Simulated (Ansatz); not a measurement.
Ideal shear of a crystal plane in Si

The calculation used Ansatz, DFT LDA, scalar-relativistic, plane waves, PAW. Settings: plane waves to 420 eV, k-mesh 8×8×3 (Γ-centred), Gaussian smearing 0.05 eV. No spin polarisation. Energies are free energies at this smearing, counted from the undisturbed cell; pressure is positive in compression.

The starting cell (as given, not relaxed at this level; it stands at -1.5 GPa):

```
CELL_PARAMETERS angstrom
2.71547 -2.71547 0.00000
2.71547 0.00000 -2.71547
5.43094 5.43094 5.43094
ATOMIC_POSITIONS crystal
Si 0.66667 0.66667 0.54163
Si 0.00000 0.00000 0.20830
Si 0.33333 0.33333 0.87497
Si 0.66667 0.66667 0.79163
Si 0.00000 0.00000 0.45830
Si 0.33333 0.33333 0.12497
```

The cut lies on the cell's a–b face, a (1 1 1) plane (indices in the standard cell, whose axes needn't be the Cartesian ones shown) of area 12.77 Å², between layers 2.35 Å apart. Vector c is tilted by f times 1·a + 0·b (length 3.840 Å) with the atoms' Cartesian places fixed: one unrelaxed fault a cell. The traction is dγ/du, the slope of γ against the slip u in Å. Some rows repeat others by symmetry and weren't run.

```csv
f,γ (mJ/m²),traction (GPa)
0.0000,0,0.0
0.1000,98,5.2
0.2000,399,10.3
0.3000,854,13.0
0.4000,1326,10.7
0.5000,1541,0.0
0.6000,1326,-10.7
0.7000,854,-13.0
0.8000,399,-10.3
0.9000,98,-5.2
```

**Question.** Read off the first barrier and the stress needed to climb it, and compare with Frenkel's sinusoid.

**Answer.** The first sampled maximum lies at f = 0.500, a slip of 1.92 Å, with γ ≈ 1541 mJ/m², which stands in for the unstable fault energy γ_us, and the steepest sampled slope before it is 13.0 GPa. A sinusoid γ = γ_us sin²(πu/λ) with its maximum there has λ = 3.84 Å and a largest slope πγ_us/λ = 12.6 GPa (1 mJ/m² per Å = 0.01 GPa). The stand-in is too high: the stress and forces give a traction of 2.3 GPa across the line at this point, so it is no saddle, and slip that bends off the line crosses lower.

**Question.** Is there a metastable fault on this line?

**Answer.** Apart from points where γ returns to about zero, no local minimum shows among the samples, so at this sampling the line offers no fault for a dislocation to split on; a fault can still lie off the line.

The cut is rigid; relaxing the faces lowers these energies and usually the stresses. The start isn't at rest at this level: it stands under -1.5 GPa with forces up to 0.00 eV/Å, so these aren't the figures of the relaxed crystal.

The gap closes along the scan, which can put kinks into the curve.

Cost: 6 runs of about 0.91 core-minutes in all, on Arm Neoverse V2 (shared hosts).